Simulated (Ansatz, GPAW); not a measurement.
This is a calculation of Ga for GPAW 26.7.0 (ASE script). The given cell was strained at random by a few per cent at fixed volume. This isn't the form of Ga at room conditions, which is orthorhombic.

run.py

```python
from ase import Atoms
from ase.dft.bandgap import bandgap
from ase.io import write
from ase.units import GPa
from gpaw import GPAW, PW, setup_paths

setup_paths.insert(0, '.')

atoms = Atoms(['Ga'],
              cell=[[-1.345743, 1.367481, 2.279744],
                    [1.385322, -1.38141, 2.311795],
                    [1.384263, 1.41993, -2.288088]],
              scaled_positions=[[0.000172, 0.011881, 0.011873]],
              pbc=True)

calc = GPAW(mode=PW(600),
            xc='PBEsol',
            kpts={'size': (13, 13, 13), 'gamma': True},
            occupations={'name': 'fermi-dirac', 'width': 0.05},
            nbands=7,
            convergence={'density': 1e-05, 'energy': 1e-05},
            maxiter=150,
            txt='gpaw.txt')
atoms.calc = calc
energy = atoms.get_potential_energy()
forces = atoms.get_forces()
stress = atoms.get_stress()
calc.write('gs.gpw')
write('result.traj', atoms)
print(f'Energy: {energy:.6f} eV')
print('Forces (eV/A):')
print(forces.round(4))
print('Stress (GPa):', (stress / GPa).round(3))
print('Fermi level:', round(calc.get_fermi_level(), 4), 'eV')
print(f'Gap: {bandgap(calc)[0]:.4f} eV, direct: {bandgap(calc, direct=True)[0]:.4f} eV')
```

Potentials or basis: PAW data sets generated in the run's folder for this functional, pw.

Run with:

```console
$ gpaw-setup -f PBEsol Ga
$ OMP_NUM_THREADS=1 python run.py
```

Q: What does the same run look like in Ansatz 0.2.0? Potentials or basis there: Ansatz PAW, cutoff 420 eV.

A: As run (cutoffs and basis follow the program's own potentials, and thresholds, step limits or extra output files can differ):

Contents of input.yaml:

```yaml
crystal:
  lattice:
    - [-1.345743, 1.367481, 2.279744]
    - [1.385322, -1.38141, 2.311795]
    - [1.384263, 1.41993, -2.288088]
  atoms:
    - { symbol: Ga, position: [0.000172, 0.011881, 0.011873] }
hamiltonian:
  xc: pbesol
  pseudopotentials: { kind: paw }
kpoints:
  mp_grid: { grid: [13, 13, 13] }
scf:
  occupations: { method: fermi_dirac, width: 0.05 }
output:
  forces: true
  stress: true
  eigenvalues: true
```

Potentials or basis: Ansatz PAW.

Run with:

```bash
$ ansatz run input.yaml --threads 1 --pin off --max-ram 3584MiB --backend cpu --events-out ev --progress --plain --runs-dir out
```

Both were run:

|  | GPAW | Ansatz |
| --- | --- | --- |
| Pressure | 0.2 GPa | -0.1 GPa |
| Energy over the undisturbed cell | 0.4 meV/atom | 0.4 meV/atom |

Ansatz's pressure holds a Pulay term of +0.05 GPa for its cutoff of 420 eV, which the other run lacks.

The potentials hold 3 and 13 valence electrons a cell.

Ansatz's potentials were made for PBE.

Where Ansatz's input types no cutoff or centring, it takes its own default and a Γ-centred mesh.

Pressure is positive in compression.
